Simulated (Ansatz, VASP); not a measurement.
## WS2: VASP beside Ansatz

The input INCAR:

```
SYSTEM = WS2
  PREC = Accurate
  ENCUT = 520
  EDIFF = 1E-7
  ISMEAR = 0
  SIGMA = 0.02
  LREAL = .False.
  LASPH = .True.
  NELM = 100
  ALGO = Fast
  ISIF = 2
  LWAVE = .False.
  LCHARG = .True.
  GGA = PE
  LELF = .True.
  LVHAR = .True.
  NBANDS = 20
```

The input KPOINTS:

```
Automatic mesh
0
Gamma
  12 12 2
  0 0 0
```

File POSCAR:

```
WS2
1.0
    3.3026117020      0.0000000000      0.0000000000
   -1.6513058510      2.8601456327      0.0000000000
    0.0000000000      0.0000000000     17.3304403405
W S
1 2
Direct
    0.3333333300      0.6666666700      0.0000000000
    0.6666666700      0.3333333300      0.9260629578
    0.6666666700      0.3333333300      0.0739370422
```

Input for Ansatz:

```yaml
crystal:
  lattice:
    - [3.302611702, 0.0, 0.0]
    - [-1.651305851, 2.8601456327, 0.0]
    - [0.0, 0.0, 17.3304403405]
  atoms:
    - { symbol: W, position: [0.33333333, 0.66666667, 0.0] }
    - { symbol: S, position: [0.66666667, 0.33333333, 0.9260629578] }
    - { symbol: S, position: [0.66666667, 0.33333333, 0.0739370422] }
basis:
  ecutwfc: 420
kpoints:
  mp_grid: { grid: [12, 12, 2] }
hamiltonian:
  xc: pbe
scf:
  occupations: { method: gaussian, width: 0.02 }
output:
  forces: true
  stress: true
  eigenvalues: true
```

Alike in both runs: task single point; functional PBE; k mesh 12 × 12 × 2; occupations gaussian, width 0.02 eV; no spin polarisation.

|  | VASP | Ansatz |
| --- | --- | --- |
| version | VASP 6.6.1 | Ansatz 0.2.0 |
| potentials or method | VASP PAW PBE potentials, release 64 (W_sv, S) | scalar-relativistic, plane waves, PAW |
| plane-wave cutoff (eV) | 520 | 420 |
| valence electrons in the cell | 26 | 26 |

|  | VASP | Ansatz | Ansatz less VASP |
| --- | --- | --- | --- |
| gap on the k mesh at the Fermi level (eV) | none | none | - |
| rms of the force components (eV/Å) | 2.896 | 2.903 | +0.0070 |

Atom by atom the forces differ by 0.007 eV/Å (rms over components). A gap of «none» marks a metal or a gap that the smearing closes.

The runs have no spin-orbit coupling, so splittings on W are missing.
